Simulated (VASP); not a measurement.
# Settings for Au: energy difference of two geometries

Au, Fm-3m (no. 225), 1 atom in the cell. AM05, energy difference of two geometries; PAW potentials Au (PBE set). VASP 6.6.1.

Wanted: energy difference within 2.5 meV/atom.

What the run is for: energy difference; Accuracy asked: screening; Second geometry: volume scaled by 0.96.

The series start from Plane-wave cutoff (eV): 300; Smearing width (eV): 0.1; k-point mesh: 15 × 15 × 15; Precision mode (PREC): Accurate; Electronic threshold (eV): 1e-6; Aspherical gradient terms in the spheres (LASPH): yes; Electronic algorithm: ALGO=Normal. Each series keeps the choices made before it, and each single choice may use up half of a tolerance. Times cover all steps of a run.

## Plane-wave cutoff (eV)

| Plane-wave cutoff (eV) | Energy difference (meV/atom) | Time (s) |
|---|---|---|
| 180 | 2.5 | 9.9 |
| 230 | 20.2 | 8.2 |
| 260 | 18.9 | 12 |
| 300 | 19.1 | 9.8 |
| 340 | 19.1 | 19 |
| 400 | 18.8 | 24 |
| 480 | 18.8 | 23 |
| 600 (reference) | 18.6 | 27 |

Chosen: 260, the loosest value from which every tighter one stays within half of the tolerance.

## Smearing width (eV)

| Smearing width (eV) | Energy difference (meV/atom) | Time (s) |
|---|---|---|
| 0.4 | 19.0 | 11 |
| 0.3 | 19.1 | 14 |
| 0.2 | 19.0 | 11 |
| 0.15 | 18.9 | 11 |
| 0.1 | 18.9 | 12 |
| 0.05 (reference) | 18.8 | 13 |

Chosen: 0.4.

## k-point mesh

| k-point mesh | Energy difference (meV/atom) | Time (s) |
|---|---|---|
| 5 × 5 × 5 | 15.9 | 6.0 |
| 6 × 6 × 6 | 26.2 | 5.7 |
| 8 × 8 × 8 | 24.5 | 7.4 |
| 10 × 10 × 10 | 21.4 | 7.7 |
| 13 × 13 × 13 | 18.2 | 10 |
| 15 × 15 × 15 | 19.0 | 11 |
| 18 × 18 × 18 | 20.2 | 16 |
| 22 × 22 × 22 (reference) | 19.7 | 26 |

Chosen: 15 × 15 × 15.

## Precision mode (PREC)

| Precision mode (PREC) | Energy difference (meV/atom) | Time (s) |
|---|---|---|
| Low | 18.7 | 10 |
| SingleN | 18.1 | 11 |
| Normal | 19.0 | 11 |
| Accurate (reference) | 19.0 | 11 |

Chosen: Low.

## Electronic threshold (eV)

| Electronic threshold (eV) | Energy difference (meV/atom) | Time (s) |
|---|---|---|
| 0.001 | 18.7 | 8.6 |
| 0.0001 | 18.7 | 10 |
| 1e-5 | 18.7 | 8.4 |
| 1e-6 | 18.7 | 10 |
| 1e-7 | 18.7 | 10 |
| 1e-8 (reference) | 18.7 | 11 |

Chosen: 0.001.

## Aspherical gradient terms in the spheres (LASPH)

| Aspherical gradient terms in the spheres (LASPH) | Energy difference (meV/atom) | Time (s) |
|---|---|---|
| no | 18.7 | 5.6 |
| yes (reference) | 18.7 | 8.6 |

Chosen: no.

## Electronic algorithm

| Electronic algorithm | Energy difference (meV/atom) | Time (s) |
|---|---|---|
| ALGO=Normal | 18.7 | 5.6 |
| ALGO=Fast | 18.7 | 5.7 |
| ALGO=VeryFast | 18.7 | 6.8 |
| ALGO=All ISEARCH=1 | 18.7 | 5.8 |
| ALGO=All ISEARCH=0 | 18.7 | 6.0 |
| ALGO=Damped TIME=0.4 | 18.4 | 6.6 |
| ALGO=Damped TIME=0.1 | 1.0 | 7.9 |

Chosen: ALGO=Normal; no other choice that stays within half of the tolerance saves 30 % of the time.

## All choices together

| Input | Energy difference (meV/atom) | Time (s) |
|---|---|---|
| the program's defaults (naive) | 27.4 | 2.2 |
| chosen settings | 18.7 | 5.6 |
| reference settings throughout | 19.2 | 88 |

The tolerance is met.

## The input

INCAR:
```
  GGA = AM
  ISMEAR = 1
  SIGMA = 0.4
  LWAVE = False
  LCHARG = False
  ISIF = 2
  PREC = Low
  LASPH = False
  LREAL = False
  ALGO = Normal
  EDIFF = 0.001
  NELM = 120
  GGA_COMPAT = False
  ENCUT = 260
```

KPOINTS:
```
Automatic mesh
0
Gamma
  15 15 15
  0 0 0
```

POSCAR.step1:
```
Au
1.0
    0.0000000000      2.0350000000      2.0350000000
    2.0350000000      0.0000000000      2.0350000000
    2.0350000000      2.0350000000      0.0000000000
Au
1
Direct
    0.0000000000      0.0000000000      0.0000000000
```

POSCAR.step2:
```
Au
1.0
    0.0000000000      2.0074966285      2.0074966285
    2.0074966285      0.0000000000      2.0074966285
    2.0074966285      2.0074966285      0.0000000000
Au
1
Direct
    0.0000000000      0.0000000000      0.0000000000
```

Commands (each step's output is kept before the next begins):
```
cat potpaw_PBE.64/Au/POTCAR > POTCAR
cp POSCAR.step1 POSCAR
mpirun -np 1 vasp_std > vasp.out
cp POSCAR.step2 POSCAR
mpirun -np 1 vasp_std > vasp.out
```

The chosen input took VASP 6.6.1 5.6 s on 1 core (Intel Xeon Platinum 8488C (Sapphire Rapids)), a shared host.

## An input that fails: one k point for a small cell

It runs to its end, but against the unchanged starting input it is off by 415.5 meV/atom in the energy difference.

k mesh: 15 × 15 × 15 becomes 1 × 1 × 1.

Changes against the starting input:
```
(all steps)
- NELM = 120
+ NELM = 86
```
